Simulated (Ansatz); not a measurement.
**TiO: how settings move the results**

One table from this session's results is given with a row withheld; the runs are named, their logs left out.

Computed with Ansatz 0.2.0 (DFT r2SCAN, scalar-relativistic, plane waves, PAW, unless a step's input says otherwise).

### The starting structure

The structure is hexagonal, space group P-6m2 (No. 187). The conventional cell has a = 3.031 Å, b = 3.031 Å, c = 3.238 Å, α = 90.00°, β = 90.00°, γ = 120.00°. Around Ti (site symmetry -6m2) lie 6 O at 2.38 Å. O (site symmetry -6m2) has 6 Ti at 2.38 Å in its first shell of neighbours.

Structure file:

```
CELL_PARAMETERS angstrom
3.03100 0.00000 0.00000
-1.51550 2.62492 0.00000
0.00000 0.00000 3.23770
ATOMIC_POSITIONS crystal
Ti 0.66667 0.33333 0.00000
O 0.00000 0.00000 0.50000
```

Source of the structure: the Crystallography Open Database. It is taken as it stands there.

### The base run, which the others are set against

input.yaml

```yaml
crystal:
  lattice:
    - [3.0309987015, 0.0, 0.0]
    - [-1.5154993507, 2.6249218743, 0.0]
    - [0.0, 0.0, 3.2377]
  atoms:
    - { symbol: Ti, position: [0.6666666667, 0.3333333333, 0.0] }
    - { symbol: O, position: [0.0, 0.0, 0.5] }
basis:
  ecutwfc: 500
kpoints:
  mp_grid: { grid: [12, 12, 12] }
hamiltonian:
  xc: r2scan
scf:
  occupations: { method: gaussian, width: 0.01 }
output:
  forces: true
  stress: true
  eigenvalues: true
  populations: true
```

It was run beforehand and gave: -1537.3326 eV/atom at zero smearing, pressure -39.62 GPa, largest force 0.000 eV/Å, gap on the mesh 0.17 eV, in 8 SCF cycles and 8.6 s.

The first run:

input.yaml

```yaml
crystal:
  lattice:
    - [3.0309987015, 0.0, 0.0]
    - [-1.5154993507, 2.6249218743, 0.0]
    - [0.0, 0.0, 3.2377]
  atoms:
    - { symbol: Ti, position: [0.6666666667, 0.3333333333, 0.0] }
    - { symbol: O, position: [0.0, 0.0, 0.5] }
basis:
  ecutwfc: 500
kpoints:
  mp_grid: { grid: [1, 1, 1] }
hamiltonian:
  xc: r2scan
scf:
  occupations: { method: gaussian, width: 0.01 }
output:
  forces: true
  stress: true
  eigenvalues: true
```

Launch:

```
ansatz run input.yaml --threads 1 --pin off --max-ram 2560MiB --backend cpu --events-out ev --progress --plain --runs-dir out
```

Among the steps run: K-point mesh set to 1×1×1; K-point mesh set to 3×3×2; K-point mesh: 3×3×4; K-point mesh set to 6×6×4; K-point mesh: 6×6×6; K-point mesh: 12×12×8; K-point mesh: 12×12×10; K-point mesh: 18×18×12; K-point mesh set to 18×18×14.

One of the session's tables, all rows but one given; the rest of the session is left out.

It belongs to the step «What the k-point mesh changes». 

| mesh | ΔE (meV/atom) | pressure (GPa) | gap on the mesh (eV) |
| --- | --- | --- | --- |
| 1×1×1 | 1838 | -11.46 | 3.368 |
| 3×3×2 | 43.9 | -39.27 | 0.180 |
| 3×3×4 | 25.0 | -39.40 | 0.179 |
| 6×6×4 | 0.03 | -39.58 | 0.169 |
| 6×6×6 | -0.93 | -39.61 | 0.169 |
| 12×12×8 | ? | ? | ? |
| 12×12×10 | 0.01 | -39.62 | 0.172 |
| 12×12×12 | 0.01 | -39.62 | 0.172 |
| 18×18×12 | 0.00 | -39.62 | 0.172 |
| 18×18×14 | 0.00 | -39.62 | 0.172 |

Q: Estimate the row for 12×12×8 from the others.

**Answer.** ΔE (meV/atom): 0.01; pressure (GPa): -39.61; gap on the mesh (eV): 0.172.

To keep in mind: The error changes sign along the series, since a k mesh isn't variational.
